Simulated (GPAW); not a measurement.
Here is a GPAW 26.7.0 calculation.

run.py

```python
import numpy as np
from ase import Atoms
from ase.dft.bandgap import bandgap
from ase.io import write
from gpaw import GPAW, PW
from gpaw.spinorbit import soc_eigenstates

atoms = Atoms(['Au'],
              cell=[[0.0, 2.035, 2.035],
                    [2.035, 0.0, 2.035],
                    [2.035, 2.035, 0.0]],
              scaled_positions=[[0.0, 0.0, 0.0]],
              pbc=True)

calc = GPAW(mode=PW(600),
            xc={'name': 'BEEF-vdW', 'backend': 'libvdwxc'},
            kpts={'size': (11, 11, 11), 'gamma': True},
            occupations={'name': 'fermi-dirac', 'width': 0.05},
            nbands=14,
            convergence={'density': 1e-05, 'energy': 1e-05},
            maxiter=150,
            txt='gpaw.txt')
atoms.calc = calc
energy = atoms.get_potential_energy()
forces = atoms.get_forces()
calc.write('gs.gpw')
write('result.traj', atoms)
print(f'Energy: {energy:.6f} eV')
print('Forces (eV/A):')
print(forces.round(4))
print('Fermi level:', round(calc.get_fermi_level(), 4), 'eV')
print(f'Gap: {bandgap(calc)[0]:.4f} eV, direct: {bandgap(calc, direct=True)[0]:.4f} eV')

path = atoms.cell.bandpath('GXWKGLUWLK,UX', npoints=100, eps=1e-4)
bs_calc = calc.fixed_density(kpts=path, symmetry='off', nbands=21,
                             convergence={'bands': 'CBM+6.0', 'eigenstates': 1e-6}, txt='bands.txt')
bs = bs_calc.band_structure()
bs.write('bs.json')
print(f'Gap on the path: {bandgap(bs_calc)[0]:.4f} eV')

soc = soc_eigenstates(bs_calc, theta=0, phi=0)
np.savetxt('soc_bands.dat', soc.eigenvalues(), fmt='%.4f')
mesh = soc_eigenstates('gs.gpw', theta=0, phi=0)
np.savetxt('soc_mesh.dat', mesh.eigenvalues(), fmt='%.4f')
print('Fermi level with spin-orbit coupling:', round(mesh.fermi_level, 4), 'eV')
```

Potentials or basis: GPAW PAW data sets (gpaw-data 1.2.1), pw.

Command:

```sh
$ OMP_NUM_THREADS=1 python run.py
```

Question: What does it give for the band gap along the path?

Answer: None (metal or under the smearing width).

Levels at the corners of the path, in eV from the Fermi level:
```
point  band 7  band 8  band 9  band 10  band 11  band 12  band 13  band 14
    Γ   -4.31   -4.31   -3.14    -3.14    -3.14    -3.14    15.76    15.76
    X   -2.31   -2.31   -1.21    -1.21     0.79     0.79     5.98     5.98
    W   -3.35   -3.35   -1.83    -1.83     5.01     5.01     5.37     5.37
    K   -3.17   -3.17   -2.10    -2.10     3.87     3.87     4.71     4.71
    Γ   -4.31   -4.31   -3.14    -3.14    -3.14    -3.14    15.76    15.76
    L   -2.56   -2.56   -1.80    -1.80    -1.12    -1.12     3.19     3.19
    U   -3.17   -3.17   -2.10    -2.10     3.87     3.87     4.71     4.71
    W   -3.35   -3.35   -1.83    -1.83     5.01     5.01     5.37     5.37
    L   -2.56   -2.56   -1.80    -1.80    -1.12    -1.12     3.19     3.19
    K   -3.17   -3.17   -2.10    -2.10     3.87     3.87     4.71     4.71
    U   -3.17   -3.17   -2.10    -2.10     3.87     3.87     4.71     4.71
    X   -2.31   -2.31   -1.21    -1.21     0.79     0.79     5.98     5.98
```

Caveat: spin-orbit coupling was added after a scalar SCF, so levels and gaps hold it while energy, forces, pressure and moments don't; this program's spin-orbit splittings come out too wide for heavy elements; the PAW data sets were made with another functional, which shifts forces and pressure a little.
